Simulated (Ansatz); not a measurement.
**Structure types of W compared at 430 GPa**

Structure types of W are relaxed in primitive cells with their symmetry kept at 430 GPa, first on PAW files, then by LAPW. The enthalpy is E + pV at zero temperature, without zero-point motion. Only the types listed were tried, and differences under about 5 meV/atom are mesh noise.

Computed with Ansatz 0.2.0; functional PBE, scalar-relativistic. Settings: Fermi–Dirac smearing of 0.05 eV, no spin polarisation. Methods: LAPW: all electrons, basis error target 0.5 meV/atom; PAW: frozen-core files, cutoff 420 eV.

k meshes: fcc 20×20×20, bcc 20×20×20, hcp 18×18×10, omega 10×10×13, diamond 15×15×15, beta tin 19×19×19.

Spin–orbit coupling is left out, which matters for the heavy atoms.

Which type is lowest in enthalpy, and by how much?

bcc, 493 meV/atom below fcc. The whole table:

```csv
start type,ends as,"a, b, c (Å)",V (Å³/atom),"H − H(lowest), LAPW (meV/atom)","same, PAW"
fcc,"fcc, Fm-3m","3.369, 3.369, 3.369",9.56,492.7,494.8
bcc,"bcc, Im-3m","2.683, 2.683, 2.683",9.65,0.0,0.0
hcp,"hcp, P6_3/mmc","2.405, 2.405, 3.813",9.55,493.4,494.7
omega,"omega, P6/mmm","3.836, 3.836, 2.265",9.62,739.6,740.4
diamond,"diamond, Fd-3m","4.517, 4.517, 4.517",11.52,11010.9,10995.4
beta tin,"beta tin, I4_1/amd","4.215, 4.215, 2.220",9.86,2332.6,2336.3
```

Split the lead of bcc over fcc into energy and pV.

For fcc less bcc: ΔE = +739.9 meV/atom, and p·ΔV = 430 GPa × -0.0921 Å³ × 6.242 meV/(GPa·Å³) = -247.3 meV/atom, together 492.6 meV/atom. bcc wins by its internal energy, though it is the less dense.

Would fcc gain on bcc at higher pressure?

Yes: dH/dp = V, and its volume is smaller by 0.09 Å³/atom. Held constant, that would close the gap after about 860 GPa more, a rough figure, since the volume difference changes with pressure.
